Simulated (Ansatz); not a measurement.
TlBr (CsCl type) (r2SCAN geometry), in Ansatz:

```xyz
2
Lattice="3.9949 0.0000 0.0000 0.0000 3.9949 0.0000 0.0000 0.0000 3.9949" Properties=species:S:1:pos:R:3 pbc="T T T"
Tl    0.0000    0.0000    0.0000
Br    1.9975    1.9975    1.9975
```

G0W0@PBE with 239 empty bands, a screening cutoff of 140 eV and a 4×4×4 mesh (PAW, contour deformation) gives 2.940 eV over the mesh points, from a PBE gap of 1.879 eV; it sums over 249 bands with 251 plane waves in the screening and a wave cutoff of 420 eV. G0W0 here is at a finite number of bands, screening cutoff and k mesh, not at the basis limit. No spin polarisation and no zero-point or thermal motion.

(1) Estimate the gap with potentials of the kind norm-conserving.

(2) Estimate the gap with starting point HSE06.

(3) Estimate the gap with starting point r2SCAN.

Answers

(1) 2.871 eV (-0.069 eV), from a Kohn-Sham gap of 1.886 eV.

(2) 3.356 eV (+0.416 eV), from a Kohn-Sham gap of 2.581 eV.

(3) 3.217 eV (+0.277 eV), from a Kohn-Sham gap of 2.321 eV.

Spin-orbit coupling is left out; in compounds of Pb, Bi, Tl or Hg it can lower a gap by up to about 1 eV, split its edges or invert the bands.

With a shallow d shell on the cation, G0W0 converges slowly in bands and cutoff, so these values are in doubt.
